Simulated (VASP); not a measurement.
# Ni (Fm-3m) in VASP: notebook

The runs below take Ni through relaxation of cell and atoms, with LDA.

All numbers are computed with VASP 6.6.1; they aren't measurements. Logs are shortened: lines on timing, memory, paths and dates and some standing lists are left out, and cuts for length are marked.

## Step 1: Starting point

Symmetry: Fm-3m, No. 225, cubic system. The conventional cell has a = 3.524 Å, b = 3.524 Å, c = 3.524 Å, α = 90.00°, β = 90.00°, γ = 90.00°. Ni (site symmetry m-3m) is surrounded by 12 Ni at 2.49 Å.

## Step 2: Relaxation of cell and atoms, LDA, collinear spin, ferromagnetic start

Input file INCAR:

```
PREC     = Accurate       # precision mode
ENCUT    = 520            # plane-wave cutoff, eV
EDIFF    = 1E-7           # SCF threshold, eV
ISMEAR   = 0              # smearing method
SIGMA    = 0.1            # smearing width, eV
LREAL    = F              # projectors in reciprocal space
LASPH    = T              # aspherical terms in the spheres
NELM     = 120            # most SCF steps
ALGO     = Fast           # electronic algorithm
ISIF     = 3              # what is computed and relaxed
LWAVE    = F              # write WAVECAR
LCHARG   = F              # write CHGCAR
ISPIN    = 2              # spin polarisation
MAGMOM   = 0.8            # initial moments
LORBIT   = 11             # projections on sites
LMAXMIX  = 4              # l up to which the mixer works
IBRION   = 2              # ionic algorithm
NSW      = 80             # ionic steps
EDIFFG   = -0.002         # ionic threshold
```

Input file KPOINTS:

```
regular mesh
0
Gamma
  20 20 20
```

Input file POSCAR:

```
Ni
1.0
    0.0000000000      1.7619350000      1.7619350000
    1.7619350000      0.0000000000      1.7619350000
    1.7619350000      1.7619350000      0.0000000000
Ni
1
Direct
    0.0000000000      0.0000000000      0.0000000000
```

Potentials or basis: VASP PAW LDA potentials, release 64 (Ni).

Run with:

```console
$ cat potpaw_LDA.64/Ni/POTCAR > POTCAR
$ mpirun -np 1 vasp_std > vasp.out
```

OUTCAR:

```text
PREC = Accurate
   ENCUT = 520
   EDIFF = 1E-7
   ISMEAR = 0
   LREAL = F
   LASPH = T
   NELM = 120
   ISIF = 3
   ISPIN = 2
   LORBIT = 11
   IBRION = 2
   NSW = 80
   EDIFFG = -0.002

 ion  position               nearest neighbor table
   1  0.000  0.000  0.000-

  LATTYP: Found a face centered cubic cell.
 ALAT       =     3.5238700000

  Lattice vectors:

 A1 = (   0.0000000000,   1.7619350000,   1.7619350000)
 A2 = (   1.7619350000,   0.0000000000,   1.7619350000)
 A3 = (   1.7619350000,   1.7619350000,   0.0000000000)

Analysis of symmetry for initial positions (statically):
=====================================================================
 Subroutine PRICEL returns:
 Original cell was already a primitive cell.

 Routine SETGRP: Setting up the symmetry group for a
 face centered cubic supercell.

 Subroutine GETGRP returns: Found 48 space group operations
 (whereof 48 operations were pure point group operations)
 out of a pool of 48 trial point group operations.

The static configuration has the point symmetry O_h .

Analysis of symmetry for dynamics (positions and initial velocities):
=====================================================================
 Subroutine PRICEL returns:
 Original cell was already a primitive cell.

 Routine SETGRP: Setting up the symmetry group for a
 face centered cubic supercell.

 Subroutine GETGRP returns: Found 48 space group operations
 (whereof 48 operations were pure point group operations)
 out of a pool of 48 trial point group operations.

The dynamic configuration has the point symmetry O_h .

Analysis of structural, dynamic, and magnetic symmetry:
=====================================================================
 Subroutine PRICEL returns:
 Original cell was already a primitive cell.

 Routine SETGRP: Setting up the symmetry group for a
 face centered cubic supercell.

 Subroutine GETGRP returns: Found 48 space group operations
 (whereof 48 operations were pure point group operations)
 out of a pool of 48 trial point group operations.

The overall configuration has the point symmetry O_h .

 Subroutine INISYM returns: Found 48 space group operations
 (whereof 48 operations are pure point group operations),
 and found     1 'primitive' translations

----------------------------------------------------------------------------------------

                                     Primitive cell

  volume of cell :      10.9396

  direct lattice vectors                    reciprocal lattice vectors
     0.000000000  1.761935000  1.761935000    -0.283778914  0.283778914  0.283778914
     1.761935000  0.000000000  1.761935000     0.283778914 -0.283778914  0.283778914
     1.761935000  1.761935000  0.000000000     0.283778914  0.283778914 -0.283778914

  length of vectors
     2.491752373  2.491752373  2.491752373     0.491519496  0.491519496  0.491519496

  position of ions in fractional coordinates (direct lattice)
     0.000000000  0.000000000  0.000000000

  ion indices of the primitive-cell ions
   primitive index   ion index
                 1           1

----------------------------------------------------------------------------------------

 KPOINTS: regular mesh

Automatic generation of k-mesh.
 Grid dimensions read from file:
 generate k-points for:   20   20   20

 Generating k-lattice:

  Cartesian coordinates                     Fractional coordinates (reciprocal lattice)
    -0.014188946  0.014188946  0.014188946     0.050000000  0.000000000  0.000000000
     0.014188946 -0.014188946  0.014188946     0.000000000  0.050000000  0.000000000
     0.014188946  0.014188946 -0.014188946     0.000000000  0.000000000  0.050000000

  Length of vectors
     0.024575975  0.024575975  0.024575975

  Shift w.r.t. Gamma in fractional coordinates (k-lattice)
     0.000000000  0.000000000  0.000000000

 Subroutine IBZKPT returns following result:
 ===========================================

 Found    256 irreducible k-points:

 Following reciprocal coordinates:
            Coordinates               Weight
  0.000000  0.000000  0.000000      1.000000
  0.050000  0.000000  0.000000      8.000000
  0.100000  0.000000  0.000000      8.000000
  0.150000  0.000000  0.000000      8.000000
  0.200000  0.000000  0.000000      8.000000
  0.250000  0.000000  0.000000      8.000000
[... 16 lines left out ...]
 -0.400000  0.050000  0.000000     24.000000
 -0.350000  0.050000  0.000000     24.000000
 [... further k-points ...]
   k-points           NKPTS =    256   k-points in BZ     NKDIM =    256   number of bands    NBANDS=      9
   number of dos      NEDOS =    301   number of ions     NIONS =      1
   total plane-waves  NPLWV =   8000
   dimension x,y,z NGX =    20 NGY =   20 NGZ =   20
   dimension x,y,z NGXF=    40 NGYF=   40 NGZF=   40
   ions per type =               1
   NGX,Y,Z   is equivalent  to a cutoff of  13.34, 13.34, 13.34 a.u.
   NGXF,Y,Z  is equivalent  to a cutoff of  26.69, 26.69, 26.69 a.u.
 SYSTEM =  unknown system
   PREC   = accura    normal or accurate (medium, high low for compatibility)
   ISTART =      0    job   : 0-new  1-cont  2-samecut
   ICHARG =      2    charge: 1-file 2-atom 10-const
   ISPIN  =      2    spin polarized calculation?
   LNONCOLLINEAR =      F non collinear calculations
   LSORBIT =      F    spin-orbit coupling
   LASPH  =      T    aspherical Exc in radial PAW
   ENCUT  =  520.0 eV  38.22 Ry    6.18 a.u.   4.63  4.63  4.63*2*pi/ulx,y,z
   NELM   =    120;   NELMIN=  2; NELMDL= -5     # of ELM steps
   EDIFF  = 0.1E-06   stopping-criterion for ELM
   LREAL  =      F    real-space projection
   EDIFFG = -.2E-02   stopping-criterion for IOM
   NSW    =     80    number of steps for IOM
   IBRION =      2    ionic relax: 0-MD 1-quasi-New 2-CG
   NFREE  =      1    steps in history (QN), initial steepest desc. (CG)
   ISIF   =      3    stress and relaxation
   ISYM   =      2    0-nonsym 1-usesym 2-fastsym
   POTIM  = 0.5000    time-step for ionic-motion
   TEBEG  =    0.0;   TEEND  =   0.0 temperature during run
   PSTRESS=    0.0 pullay stress
   NELECT =      10.0000    total number of electrons
   NUPDOWN=      -1.0000    fix difference up-down
   EMIN   =  10.00;   EMAX   =-10.00  energy-range for DOS
   EFERMI =   0.00;   METHOD = LEGACY
   ISMEAR =     0;   SIGMA  =   0.10  broadening in eV -4-tet -1-fermi 0-gaus
   EFERMI_NEDOS =   21; number of points for ismear=-14 and -15
   IALGO  =     68    algorithm
   IMIX   =      4    mixing-type and parameters
     AMIX     =   0.40;   BMIX     =  1.00
     AMIX_MAG =   1.60;   BMIX_MAG =  1.00
  volume/ion in A,a.u.               =      10.94        73.82
  Fermi-wavevector in a.u.,A,eV,Ry     =   1.588821  3.002436 34.345893  2.524352
  Thomas-Fermi vector in A             =   2.687765
   LORBIT       =     11    0 simple, 1 ext, 2 COOP (PROOUT), +10 PAW based schemes
   GGA     = CA    functional components
   LHFCALC =     F    Hartree Fock is set to
   AEXX    =    0.0000 exact exchange contribution
   IVDW    =     0    specifies the selected vdW correction
   LEPSILON=     F    determine dielectric tensor
   LRPA    =     F    only Hartree local field effects (RPA)
 conjugate gradient relaxation of ions
 spin polarized calculation
 RMM-DIIS sequential band-by-band and
 Gauss-broadening in eV      SIGMA  =   0.10
  energy-cutoff  :      520.00
  volume of cell :       10.94
 maximum number of plane-waves:       306
   NGX =  9   NGY =  9   NGZ =  9

--------------------------------------- Ionic step        1  -------------------------------------------

 number of electron      10.0000010 magnetization       0.6123978

 Free energy of the ion-electron system (eV)
  ---------------------------------------------------
  ext. energy  EPLUGINS =         0.00000000
  ---------------------------------------------------
  free energy    TOTEN  =        -6.52845254 eV

  energy without entropy =       -6.51900654  energy(sigma->0) =       -6.52372954

 E-fermi :   8.9453     XC(G=0): -13.5801

 val. band max:        8.9451340405   @ k =   0.4000   0.0000   0.0000
 cond. band min:       8.9460747073   @ k =  -0.4500   0.4500   0.0000
 fundamental gap:      0.0009406668
 Fermi energy:         8.9452842211

 spin component 1

 k-point     1 :       0.0000    0.0000    0.0000
  band No.  band energies     occupation
      1       0.0024      1.00000
      2       6.6063      1.00000
      3       6.6063      1.00000
      4       6.6063      1.00000
      5       7.7493      1.00000
      6       7.7493      1.00000
      7      32.6882      0.00000
      8      36.3926      0.00000
      9      36.3926      0.00000
[... 265 lines left out ...]
 k-point    24 :      -0.3500    0.0500    0.0000
  band No.  band energies     occupation
      1       3.8288      1.00000
      2       6.6762      1.00000
      3       6.7299      1.00000
      4       6.8477      1.00000
      5       8.1039      1.00000
      6       8.4504      1.00000
      7      18.0821      0.00000
      8      30.6126      0.00000
      9      32.9106      0.00000

 [... further k-points ...]

 spin component 2

 k-point     1 :       0.0000    0.0000    0.0000
  band No.  band energies     occupation
      1       0.0431      1.00000
      2       7.2311      1.00000
      3       7.2311      1.00000
      4       7.2311      1.00000
      5       8.3256      1.00000
      6       8.3256      1.00000
      7      32.6672      0.00000
      8      36.4432      0.00000
      9      36.4432      0.00000
[... 265 lines left out ...]
 k-point    24 :      -0.3500    0.0500    0.0000
  band No.  band energies     occupation
      1       4.0566      1.00000
      2       7.1878      1.00000
      3       7.2539      1.00000
      4       7.3031      1.00000
      5       8.7465      0.99754
      6       9.0671      0.04244
      7      18.3342      0.00000
      8      30.6741      0.00000
      9      32.9639      0.00000

 [... further k-points ...]
[... 5 lines left out ...]
  --------------------------------------------------------------------------------------
  -------------------------------------------------------------------------------------
  Total       -1.2106429     -1.2106429     -1.2106429     -0.0000000      0.0000000     -0.0000000
  in kB     -177.3074602   -177.3074602   -177.3074602     -0.0000000      0.0000000     -0.0000000
  external PRESSURE =    -177.3074602 kB  Pullay stress =       0.0000000 kB
[... 160 lines left out ...]
  energy  without entropy=       -6.5746375680  energy(sigma->0) =       -6.57895919

--------------------------------------- Ionic step        6  -------------------------------------------

 number of electron       9.9999993 magnetization       0.5998115

 Free energy of the ion-electron system (eV)
  ---------------------------------------------------
  ext. energy  EPLUGINS =         0.00000000
  ---------------------------------------------------
  free energy    TOTEN  =        -6.58328277 eV

  energy without entropy =       -6.57464085  energy(sigma->0) =       -6.57896181

 E-fermi :  10.2341     XC(G=0): -14.1013

 val. band max:       10.2315534752   @ k =   0.4500   0.1500   0.0500
 cond. band min:      10.2370243039   @ k =   0.5000   0.3500   0.1000
 fundamental gap:      0.0054708288
 Fermi energy:        10.2341402473

 spin component 1

 k-point     1 :       0.0000    0.0000    0.0000
  band No.  band energies     occupation
      1       0.6733      1.00000
      2       7.6649      1.00000
      3       7.6649      1.00000
      4       7.6649      1.00000
      5       8.9601      1.00000
      6       8.9601      1.00000
      7      34.6951      0.00000
      8      39.1005      0.00000
      9      39.1005      0.00000
[... 265 lines left out ...]
 k-point    24 :      -0.3500    0.0500    0.0000
  band No.  band energies     occupation
      1       4.6479      1.00000
      2       7.7343      1.00000
      3       7.7957      1.00000
      4       7.9116      1.00000
      5       9.3683      1.00000
      6       9.7565      1.00000
      7      20.0926      0.00000
      8      32.8534      0.00000
      9      35.4268      0.00000

 [... further k-points ...]

 spin component 2

 k-point     1 :       0.0000    0.0000    0.0000
  band No.  band energies     occupation
      1       0.7213      1.00000
      2       8.2773      1.00000
      3       8.2773      1.00000
      4       8.2773      1.00000
      5       9.5262      1.00000
      6       9.5262      1.00000
      7      34.6858      0.00000
      8      39.1498      0.00000
      9      39.1498      0.00000
[... 265 lines left out ...]
 k-point    24 :      -0.3500    0.0500    0.0000
  band No.  band energies     occupation
      1       4.8840      1.00000
      2       8.2323      1.00000
      3       8.3031      1.00000
      4       8.3563      1.00000
      5      10.0009      0.99951
      6      10.3645      0.03264
      7      20.3572      0.00000
      8      32.9057      0.00000
      9      35.5110      0.00000

 [... further k-points ...]
[... 5 lines left out ...]
  --------------------------------------------------------------------------------------
  -------------------------------------------------------------------------------------
  Total        0.0015561      0.0015561      0.0015561     -0.0000000     -0.0000000      0.0000000
  in kB        0.2485537      0.2485537      0.2485537     -0.0000000     -0.0000000      0.0000000
  external PRESSURE =       0.2485537 kB  Pullay stress =       0.0000000 kB
[... 16 lines left out ...]
  FREE ENERGIE OF THE ION-ELECTRON SYSTEM (eV)
  ---------------------------------------------------
  free  energy   TOTEN  =        -6.5832827708 eV

  energy  without entropy=       -6.5746408547  energy(sigma->0) =       -6.57896181

 reached required accuracy - stopping structural energy minimisation

 total charge

# of ion       s       p       d       tot
------------------------------------------
    1        0.536   0.573   8.367   9.476

 magnetization (x)

# of ion       s       p       d       tot
------------------------------------------
    1       -0.005  -0.019   0.623   0.600
```

Run time: 2 min. Hardware: 1 thread of Intel Xeon Platinum 8488C (Sapphire Rapids), shared host; peak memory 0.17 GiB.

What came out:

```yaml
Free_energy: -6.5833 eV
Relaxed_volume: 10.03 Å³/atom
Relaxed_cell: a = 2.421 Å, b = 2.421 Å, c = 2.421 Å, α = 60.00°, β = 60.00°, γ = 60.00°
Space_group_after_relaxing_to_0.05_Å: Fm-3m (No. 225)
Energy_gained_by_relaxing: 54.8 meV/atom
Ionic_steps: 6
Pressure_after_relaxing: 0.0 GPa
Band_gap_on_the_k_mesh: none (metal or under the smearing width)
Net_moment: 0.60 μB per cell
Site_moments: Ni +0.60 μB
Valence_electrons_inside_the_program's_atomic_spheres: Ni 9.48
```

Step by step:
| step | energy change (eV) | largest force (eV/Å) | pressure (GPa) | volume (Å³) |
| --- | --- | --- | --- | --- |
| 1 | 0.0000 | 0.0000 | -17.73 | 10.94 |
| 2 | 0.0207 | 0.0000 | 29.71 | 9.13 |
| 3 | -0.0548 | 0.0000 | -0.32 | 10.04 |
| 4 | -0.0548 | 0.0000 | 0.09 | 10.03 |
| 5 | -0.0548 | 0.0000 | -0.08 | 10.03 |
| 6 | -0.0548 | 0.0000 | 0.02 | 10.03 |

Final structure:
```yaml
crystal:
  lattice:
    - [0.00000, 1.71171, 1.71171]
    - [1.71171, 0.00000, 1.71171]
    - [1.71171, 1.71171, 0.00000]
  atoms:
    - { symbol: Ni, position: [0.00000, 0.00000, 0.00000] }
```

LDA usually gives volumes a few per cent too small. Zero-point motion and thermal expansion aren't in these numbers.

## Step 3: Relaxation of cell and atoms, LDA, collinear spin, ferromagnetic start

This run uses another cell than the first one, of 10.03 Å³/atom, 0.917 times its volume.

INCAR is that of step 2.

KPOINTS is that of step 2.

Input file POSCAR:

```
Ni                                      
1.0
   -0.0000000000      1.7117146087      1.7117146087
    1.7117146087     -0.0000000000      1.7117146087
    1.7117146087      1.7117146087      0.0000000000
  Ni            
     1
Direct
     0.0000000000000000    0.0000000000000000    0.0000000000000000
```

Potentials or basis: VASP PAW LDA potentials, release 64 (Ni).

Run with:

```console
$ cat potpaw_LDA.64/Ni/POTCAR > POTCAR
$ mpirun -np 1 vasp_std > vasp.out
```

It took 25 s on 1 thread of Intel Xeon Platinum 8488C (Sapphire Rapids), shared host; peak memory 0.15 GiB.

Results (log left out):

```yaml
Free_energy: -6.5831 eV
Pressure_after_relaxing: 0.0 GPa
Band_gap_on_the_k_mesh: none (metal or under the smearing width)
Net_moment: 0.60 μB per cell
Site_moments: Ni +0.60 μB
Valence_electrons_inside_the_program's_atomic_spheres: Ni 9.48
```

Final structure:
```
Ni
1.0
     0.00000    1.71171    1.71171
     1.71171    0.00000    1.71171
     1.71171    1.71171    0.00000
Ni
1
Direct
  0.00000 0.00000 0.00000
```

Levels at points of the mesh, in eV from the Fermi level:
Spin up:
| k point | band 1 | band 2 | band 3 | band 4 | band 5 | band 6 | band 7 | band 8 | band 9 |
| --- | --- | --- | --- | --- | --- | --- | --- | --- | --- |
| (0.00, 0.00, 0.00) | -9.56 | -2.57 | -2.57 | -2.57 | -1.27 | -1.27 | 24.46 | 28.87 | 28.87 |
| (0.50, 0.00, 0.00) | -5.26 | -2.58 | -2.58 | -0.49 | -0.49 | -0.41 | 6.32 | 22.94 | 26.00 |
| (0.50, 0.50, 0.00) | -5.13 | -4.58 | -0.46 | -0.31 | -0.31 | 2.51 | 10.03 | 15.54 | 15.54 |
Spin down:
| k point | band 3 | band 4 | band 5 | band 6 | band 7 | band 8 |
| --- | --- | --- | --- | --- | --- | --- |
| (0.00, 0.00, 0.00) | -1.96 | -1.96 | -0.71 | -0.71 | 24.45 | 28.92 |
| (0.50, 0.00, 0.00) | -2.03 | -0.37 | 0.16 | 0.16 | 6.71 | 22.92 |
| (0.50, 0.50, 0.00) | 0.13 | 0.39 | 0.39 | 2.56 | 10.32 | 15.62 |

Caveat: the relaxation stopped at its first step, so nothing moved.
